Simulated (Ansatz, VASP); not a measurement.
# MgO in VASP and in Ansatz

```xyz
2
Lattice="0.0000 2.3064 2.3064 2.3064 0.0000 2.3064 2.3064 2.3064 0.0000" Properties=species:S:1:pos:R:3 pbc="T T T"
Mg    0.0000    0.0000    0.0000
O     3.4595    3.4595    3.4595
```

Alike in both runs: functional PBE; k mesh 8 × 8 × 8; occupations gaussian, width 0.02 eV; no spin polarisation.

Ansatz relaxed the structure, and its values are those at the end. VASP's run is a single point on that final structure, the one shown.

|  | VASP | Ansatz |
| --- | --- | --- |
| version | VASP 6.6.1 | Ansatz 0.2.0 |
| potentials or method | VASP PAW PBE potentials, release 64 (Mg, O) | scalar-relativistic, plane waves, PAW |
| plane-wave cutoff (eV) | 520 | 420 |
| valence electrons in the cell | 8 | 16 |

|  | VASP | Ansatz | Ansatz less VASP |
| --- | --- | --- | --- |
| gap on the k mesh at the Fermi level (eV) | 3.46 | 3.48 | +0.017 |
| least direct gap on the mesh (eV) | 3.46 | 3.48 | +0.017 |
| pressure (GPa) | -0.4 | 0.0 | +0.40 |

The two sets of potentials don't hold the same shells in valence.
